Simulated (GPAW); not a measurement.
The system is TiAl3.

```
Ti Al
1.0
     3.95567    0.00000    0.00000
     0.00000    3.95567    0.00000
     0.00000    0.00000    3.95567
Ti Al
1 3
Cartesian
  0.0000 0.0000 0.0000
  0.0000 1.9778 1.9778
  1.9778 0.0000 1.9778
  1.9778 1.9778 0.0000
```

The cell comes from a database or a generator and needn't be the stable form of this composition.

Base run:

| Quantity | Value |
| --- | --- |
| Program | GPAW 26.7.0 |
| Functional | LDA |
| Potentials or basis | the program's PAW data sets (release 1.2.1) made for this functional |
| Cutoff | 600 eV |
| Basis | pw |
| k mesh | 7 × 7 × 7 |
| Occupations | fermi-dirac, width 0.05 eV |
| Spin | no spin polarisation |

Its results: pressure -3.6 GPa.

Task: The run is repeated on the same cell with these changes: functional from LDA to PBEsol; potentials or basis from the program's PAW data sets (release 1.2.1) made for this functional to PAW data sets generated in the run's folder for this functional. What comes out?

Result: Pressure -0.5 GPa.

Not every run made on this cell is shown here.
